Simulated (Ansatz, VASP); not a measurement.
Ga in VASP and in Ansatz

```
CELL_PARAMETERS angstrom
-1.38440 1.38440 2.31122
1.38440 -1.38440 2.31122
1.38440 1.38440 -2.31122
ATOMIC_POSITIONS crystal
Ga 0.00000 0.00000 0.00000
```

Alike in both runs: functional PBEsol; k mesh 10 × 10 × 10; occupations fermi-dirac, width 0.05 eV; no spin polarisation.

```csv
,VASP,Ansatz
version,VASP 6.6.1,Ansatz 0.2.0
potentials or method,"VASP PAW PBE potentials, release 64 (Ga_d), cutoff 520 eV","all-electron LAPW, scalar-relativistic"
task,single point,band structure
```

```tsv
	VASP	Ansatz	Ansatz less VASP
gap on the k mesh at the Fermi level (eV)	none	none	-
pressure (GPa)	0.2	0.2	-0.03
largest component of the traceless stress (GPa)	2.41	2.40	-0.010
```

A gap of «none» marks a metal or a gap that the smearing closes. Ansatz ran all-electron here, so the differences hold the error of VASP's frozen core and of both bases.

Caveats: the PAW data sets were made with another functional, which shifts forces and pressure a little (VASP); the k mesh is thin for a metal, which can move the energy by tens of meV per atom (Ansatz).
